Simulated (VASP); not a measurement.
# BP (F-43m) in VASP: a series of runs

One crystal, BP, is run at these levels: PBE; tasks: relaxation of cell and atoms.

All numbers are computed with VASP 6.6.1; they aren't measurements. Logs are shortened: lines on timing, memory, paths and dates and some standing lists are left out, and cuts for length are marked.

## Step 1: Starting point

Symmetry: F-43m, No. 216, cubic system. The conventional cell has a = 4.538 Å, b = 4.538 Å, c = 4.538 Å, α = 90.00°, β = 90.00°, γ = 90.00°. B (site symmetry -43m) is surrounded by 4 P at 1.97 Å. P (site symmetry -43m) has 4 B at 1.97 Å as nearest neighbours.

## Step 2: Relaxation of cell and atoms, PBE

Contents of INCAR:

```
PREC = Accurate
ENCUT = 520
EDIFF = 1E-6
ISMEAR = 0
SIGMA = 0.1
LREAL = False
LASPH = True
NELM = 120
ALGO = Normal
ISIF = 3
LWAVE = False
LCHARG = False
GGA = PE
IBRION = 2
NSW = 90
EDIFFG = -0.01
```

Contents of KPOINTS:

```
regular mesh
0
Gamma
  10 10 10
```

Contents of POSCAR:

```
BP
1.0
    0.0000000000      2.2690000000      2.2690000000
    2.2690000000      0.0000000000      2.2690000000
    2.2690000000      2.2690000000      0.0000000000
B P
1 1
Direct
    0.0000000000      0.0000000000      0.0000000000
    0.7500000000      0.7500000000      0.7500000000
```

Potentials or basis: VASP PAW PBE potentials, release 64 (B, P).

Run with:

```
cat potpaw_PBE.64/B/POTCAR potpaw_PBE.64/P/POTCAR > POTCAR
mpirun -np 1 vasp_std > vasp.out
```

OUTCAR:

```text
PREC = Accurate
   ENCUT = 520
   EDIFF = 1E-6
   ISMEAR = 0
   LREAL = False
   LASPH = True
   NELM = 120
   ISIF = 3
   GGA = PE
   IBRION = 2
   NSW = 90
   EDIFFG = -0.01

 ion  position               nearest neighbor table
   1  0.000  0.000  0.000-   2 1.97   2 1.97   2 1.97   2 1.97
   2  0.750  0.750  0.750-   1 1.97   1 1.97   1 1.97   1 1.97

  LATTYP: Found a face centered cubic cell.
 ALAT       =     4.5380000000

  Lattice vectors:

 A1 = (   0.0000000000,   2.2690000000,   2.2690000000)
 A2 = (   2.2690000000,   0.0000000000,   2.2690000000)
 A3 = (   2.2690000000,   2.2690000000,   0.0000000000)

Analysis of symmetry for initial positions (statically):
=====================================================================
 Subroutine PRICEL returns:
 Original cell was already a primitive cell.

 Routine SETGRP: Setting up the symmetry group for a
 face centered cubic supercell.

 Subroutine GETGRP returns: Found 24 space group operations
 (whereof 24 operations were pure point group operations)
 out of a pool of 48 trial point group operations.

The static configuration has the point symmetry T_d .

Analysis of symmetry for dynamics (positions and initial velocities):
=====================================================================
 Subroutine PRICEL returns:
 Original cell was already a primitive cell.

 Routine SETGRP: Setting up the symmetry group for a
 face centered cubic supercell.

 Subroutine GETGRP returns: Found 24 space group operations
 (whereof 24 operations were pure point group operations)
 out of a pool of 48 trial point group operations.

The dynamic configuration has the point symmetry T_d .

 Subroutine INISYM returns: Found 24 space group operations
 (whereof 24 operations are pure point group operations),
 and found     1 'primitive' translations

----------------------------------------------------------------------------------------

                                     Primitive cell

  volume of cell :      23.3633

  direct lattice vectors                    reciprocal lattice vectors
     0.000000000  2.269000000  2.269000000    -0.220361393  0.220361393  0.220361393
     2.269000000  0.000000000  2.269000000     0.220361393 -0.220361393  0.220361393
     2.269000000  2.269000000  0.000000000     0.220361393  0.220361393 -0.220361393

  length of vectors
     3.208850573  3.208850573  3.208850573     0.381677128  0.381677128  0.381677128

[... 97 lines left out ...]
   IALGO  =     38    algorithm
   IMIX   =      4    mixing-type and parameters
     AMIX     =   0.40;   BMIX     =  1.00
     AMIX_MAG =   1.60;   BMIX_MAG =  1.00
  volume/ion in A,a.u.               =      11.68        78.83
  Fermi-wavevector in a.u.,A,eV,Ry     =   1.145320  2.164342 17.847562  1.311759
  Thomas-Fermi vector in A             =   2.282009
   LORBIT       =      0    0 simple, 1 ext, 2 COOP (PROOUT), +10 PAW based schemes
   GGA     = PE    functional components
   LHFCALC =     F    Hartree Fock is set to
   AEXX    =    0.0000 exact exchange contribution
   IVDW    =     0    specifies the selected vdW correction
   LEPSILON=     F    determine dielectric tensor
   LRPA    =     F    only Hartree local field effects (RPA)
 conjugate gradient relaxation of ions
 non-spin polarized calculation
 Gauss-broadening in eV      SIGMA  =   0.10
  energy-cutoff  :      520.00
  volume of cell :       23.36
 maximum number of plane-waves:       639
   NGX = 11   NGY = 11   NGZ = 11

--------------------------------------- Ionic step        1  -------------------------------------------

 number of electron       8.0000000 magnetization

 Free energy of the ion-electron system (eV)
  ---------------------------------------------------
  ext. energy  EPLUGINS =         0.00000000
  ---------------------------------------------------
  free energy    TOTEN  =       -12.93048087 eV

  energy without entropy =      -12.93048087  energy(sigma->0) =      -12.93048087

------------------------ aborting loop because EDIFF is reached ----------------------------------------

  FORCE on cell =-STRESS in cart. coord.  units (eV):
  Direction    XX          YY          ZZ          XY          YZ          ZX
  --------------------------------------------------------------------------------------
  -------------------------------------------------------------------------------------
  Total        0.1302428      0.1302428      0.1302428     -0.0000000     -0.0000000      0.0000000
  in kB        8.9316335      8.9316335      8.9316335     -0.0000000     -0.0000000      0.0000000
  external PRESSURE =       8.9316335 kB  Pullay stress =       0.0000000 kB
[... 59 lines left out ...]
--------------------------------------- Ionic step        3  -------------------------------------------

 number of electron       8.0000000 magnetization

 Free energy of the ion-electron system (eV)
  ---------------------------------------------------
  ext. energy  EPLUGINS =         0.00000000
  ---------------------------------------------------
  free energy    TOTEN  =       -12.93083559 eV

  energy without entropy =      -12.93083559  energy(sigma->0) =      -12.93083559

 E-fermi :   7.8155     XC(G=0): -10.8837

 val. band max:        7.3683570670   @ k =   0.0000   0.0000   0.0000
 cond. band min:       8.6151343993   @ k =   0.4000   0.4000   0.0000
 fundamental gap:      1.2467773323
 Fermi energy:         7.8154934002

 k-point     1 :       0.0000    0.0000    0.0000
  band No.  band energies     occupation
      1      -8.0434      2.00000
      2       7.3684      2.00000
      3       7.3684      2.00000
      4       7.3684      2.00000
      5      10.7611      0.00000
      6      10.7611      0.00000
      7      10.7611      0.00000
      8      14.6597      0.00000
[... 243 lines left out ...]
 k-point    24 :       0.4000    0.3000    0.0000
  band No.  band energies     occupation
      1      -5.1183      2.00000
      2       1.2201      2.00000
      3       3.3403      2.00000
      4       3.8702      2.00000
      5       9.1843      0.00000
      6      10.9932      0.00000
      7      16.8077      0.00000
      8      16.8215      0.00000

 [... further k-points ...]

------------------------ aborting loop because EDIFF is reached ----------------------------------------

  FORCE on cell =-STRESS in cart. coord.  units (eV):
  Direction    XX          YY          ZZ          XY          YZ          ZX
  --------------------------------------------------------------------------------------
  -------------------------------------------------------------------------------------
  Total        0.0011251      0.0011251      0.0011251     -0.0000000     -0.0000000      0.0000000
  in kB        0.0767375      0.0767375      0.0767375     -0.0000000     -0.0000000      0.0000000
  external PRESSURE =       0.0767375 kB  Pullay stress =       0.0000000 kB
[... 17 lines left out ...]
  FREE ENERGIE OF THE ION-ELECTRON SYSTEM (eV)
  ---------------------------------------------------
  free  energy   TOTEN  =       -12.9308355878 eV

  energy  without entropy=      -12.9308355878  energy(sigma->0) =      -12.93083559

 reached required accuracy - stopping structural energy minimisation
```

Wall time 7.1 s (1 thread of Intel Xeon 6975P-C (Granite Rapids), shared host); peak memory 0.13 GiB.

What came out:

```yaml
Free_energy: -12.9308 eV
Relaxed_volume: 11.75 Å³/atom
Relaxed_cell: a = 3.215 Å, b = 3.215 Å, c = 3.215 Å, α = 60.00°, β = 60.00°, γ = 60.00°
Space_group_after_relaxing_to_0.05_Å: F-43m (No. 216)
Energy_gained_by_relaxing: 0.2 meV/atom
Ionic_steps: 3
Pressure_after_relaxing: 0.0 GPa
Band_gap_on_the_k_mesh: 1.25 eV, indirect (least direct gap 3.39 eV)
```

The path:
```csv
step,energy change (eV),largest force (eV/Å),pressure (GPa),volume (Å³)
1,0.0000,0.0000,0.89,23.36
2,-0.0002,0.0000,-0.63,23.58
3,-0.0004,0.0000,0.01,23.49
```

Final structure:
```cif
data_structure
_symmetry_space_group_name_H-M 'P 1'
_symmetry_Int_Tables_number 1
_cell_length_a 3.2147
_cell_length_b 3.2147
_cell_length_c 3.2147
_cell_angle_alpha 60.000
_cell_angle_beta 60.000
_cell_angle_gamma 60.000
_cell_volume 23.49
loop_
_atom_site_label
_atom_site_type_symbol
_atom_site_fract_x
_atom_site_fract_y
_atom_site_fract_z
_atom_site_occupancy
B1 B 0.00000 0.00000 0.00000 1
P1 P 0.75000 0.75000 0.75000 1
```

A k mesh can miss the band edges. PBE usually gives volumes a little too large and moduli too small.

(Continued in part 2 of 2.)
